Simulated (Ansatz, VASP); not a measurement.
**PbS (Galena): VASP beside Ansatz**

```
Pb S
1.0
     0.00000    2.96575    2.96575
     2.96575    0.00000    2.96575
     2.96575    2.96575    0.00000
Pb S
1 1
Direct
  0.00000 0.00000 0.00000
  0.50000 0.50000 0.50000
```

Alike in both runs: task relaxation of cell and atoms; functional LDA; k mesh 7 × 7 × 7; no spin polarisation.

|  | VASP | Ansatz |
| --- | --- | --- |
| version | VASP 6.6.1 | Ansatz 0.2.0 |
| potentials or method | VASP PAW LDA potentials, release 64 (Pb_d, S) | plane waves, PAW |
| plane-wave cutoff (eV) | 600 | 530 |
| occupations | gaussian, width 0.01 eV | fixed |
| valence electrons in the cell | 20 | 20 |

Ansatz gave:

- gap on the k mesh at the Fermi level, each at its own relaxed structure (eV): 0.85
- relaxed volume (Å³/atom): 24.93
- relaxed cell length with the largest relative difference (Å): 4.131
- energy change over the relaxation (meV/atom): -10

Problem. Which values does VASP return?

Solution. gap on the k mesh at the Fermi level, each at its own relaxed structure (eV): 0.85; relaxed volume (Å³/atom): 24.98; relaxed cell length with the largest relative difference (Å): 4.134; energy change over the relaxation (meV/atom): -9.

 Spin-orbit coupling is left out, which matters for the levels of Pb. LDA usually gives volumes a few per cent too small.
